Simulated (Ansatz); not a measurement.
Compressing ScAl₃

The calculation used DFT PBEsol, scalar-relativistic, plane waves, PAW (Ansatz 0.2.0). Run with 420 eV cutoff, 10×10×10 k-mesh, Gaussian smearing of 0.10 eV, no spin polarisation.

Starting point, cell and atoms relaxed:

```yaml
crystal:
  lattice:
    - [4.07130, 0.00000, 0.00000]
    - [0.00000, 4.07130, 0.00000]
    - [0.00000, 0.00000, 4.07130]
  atoms:
    - { symbol: Sc, position: [0.00000, 0.00000, 0.00000] }
    - { symbol: Al, position: [0.50000, 0.00000, 0.50000] }
    - { symbol: Al, position: [0.00000, 0.50000, 0.50000] }
    - { symbol: Al, position: [0.50000, 0.50000, 0.00000] }
```

Cell and atoms are relaxed at each pressure within the symmetry of the start, at zero temperature, so transitions that lower the symmetry aren't seen. The k-mesh given is that at zero pressure and may differ at others.

Task: Give the structure at -3 GPa.

Result:
```yaml
crystal:
  lattice:
    - [4.11905, 0.00000, 0.00000]
    - [0.00000, 4.11905, 0.00000]
    - [0.00000, 0.00000, 4.11905]
  atoms:
    - { symbol: Sc, position: [0.00000, 0.00000, 0.00000] }
    - { symbol: Al, position: [0.50000, 0.00000, 0.50000] }
    - { symbol: Al, position: [0.00000, 0.50000, 0.50000] }
    - { symbol: Al, position: [0.50000, 0.50000, 0.00000] }
```
The structure is cubic, space group Pm-3m (No. 221). Conventional cell: a = 4.119 Å, b = 4.119 Å, c = 4.119 Å, α = 90.00°, β = 90.00°, γ = 90.00°. Sc (site symmetry m-3m) is surrounded by 12 Al at 2.91 Å. Al (site symmetry 4/mmm) is surrounded by 4 Sc at 2.91 Å and 8 Al at 2.91 Å.